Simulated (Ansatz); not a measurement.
Computed with DFT PBE, scalar-relativistic, plane waves, PAW (Ansatz 0.2.0).

Settings: cutoff 420 eV, Γ-centred mesh 9×9×6 on the computed 4-atom cell, Gaussian smearing of 0.02 eV; no spin polarisation.

```yaml
crystal:
  lattice:
    - [3.54578, -0.05210, 0.11458]
    - [-1.81801, 3.04468, 0.11459]
    - [0.17261, 0.29897, 5.05025]
  atoms:
    - { symbol: Mg, position: [0.34001, 0.67130, 0.01094] }
    - { symbol: Mg, position: [0.67130, 0.34001, 0.51094] }
    - { symbol: O, position: [0.30599, 0.68270, 0.39366] }
    - { symbol: O, position: [0.68270, 0.30599, 0.89366] }
```

Question: Is this geometry at equilibrium? Which atom feels the largest force?

Answer: It isn't. Atom 3 (O) feels (1.07, 0.17, 0.60) eV/Å, 1.241 eV/Å in size, and symmetry-related atoms feel the same size.

Question: Give all forces and the stress.

Answer:
```json
{"atom": "Mg1", "Fx": "0.088", "Fy": "-0.838", "Fz": "-0.604"}
{"atom": "Mg2", "Fx": "-0.770", "Fy": "-0.342", "Fz": "-0.604"}
{"atom": "O3", "Fx": "1.072", "Fy": "0.168", "Fz": "0.604"}
{"atom": "O4", "Fx": "-0.390", "Fy": "1.012", "Fz": "0.604"}
```
Stress (GPa, compression positive):
```
-12.67   3.47  -5.08
  3.47  -8.67  -8.80
 -5.08  -8.80   3.64
```

This wurtzite form isn't the usual stable structure of the compound.